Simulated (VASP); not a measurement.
## PbS: single point with LDA

PbS:

```
Pb S
1.0
     3.65366    0.00000    0.00000
     0.00000    3.65366    0.00000
     0.00000    0.00000    3.65366
Pb S
1 1
Direct
  0.00000 0.00000 0.00000
  0.50000 0.50000 0.43158
```

Measurements of this composition are mostly on another form, of space group No. 225.

The cell isn't the ideal one: all S atoms moved -0.250 Å, as atom 2 along Cartesian [0 0 1].

- Program: VASP 6.6.1
- Task: single point
- Functional: LDA
- Potentials or basis: VASP PAW LDA potentials, release 64 (Pb_d, S)
- Cutoff: 520 eV
- k mesh: 14 × 14 × 14
- Occupations: gaussian, width 0.15 eV
- Spin: no spin polarisation

```yaml
Pressure: -4.4 GPa
Largest_force: 0.263 eV/Å
Band_gap_on_the_k_mesh: none (metal or under the smearing width)
```

Forces on the atoms (eV/Å):
```
Pb   0.000  0.000  0.263
S    0.000  0.000 -0.263
```

Stress tensor (GPa, compression positive):
```
-4.68  0.00  0.00
 0.00 -4.68  0.00
 0.00  0.00 -3.73
```

Levels at points of the mesh, in eV from the Fermi level:
```csv
k point,band 6,band 7,band 8,band 9,band 10,band 11,band 12,band 13,band 14,band 15
"(0.00, 0.00, 0.00)",-13.12,-6.64,-1.62,-1.62,-1.45,4.66,5.44,6.54,6.54,7.38
"(0.50, 0.00, 0.00)",-11.77,-9.05,-0.60,-0.46,-0.07,0.53,3.85,4.05,6.73,9.04
"(0.00, 0.00, 0.50)",-11.88,-8.81,-0.56,-0.56,-0.37,0.52,4.07,4.07,6.64,9.26
"(0.50, 0.50, 0.00)",-10.97,-7.27,-4.49,-4.49,-0.19,4.28,4.28,5.78,7.17,9.42
"(0.00, 0.50, 0.50)",-11.02,-7.38,-4.35,-4.29,-0.27,4.09,4.12,5.72,7.21,9.55
"(0.50, 0.50, 0.50)",-10.74,-5.98,-2.63,-2.63,-2.31,-0.51,-0.18,-0.18,13.39,13.39
```

Wall time 81 s on 1 thread of Intel(R) Xeon(R) 6975P-C (Granite Rapids), with other jobs on the host, peak memory 0.32 GiB.

The run has no spin-orbit coupling, so splittings on Pb are missing.
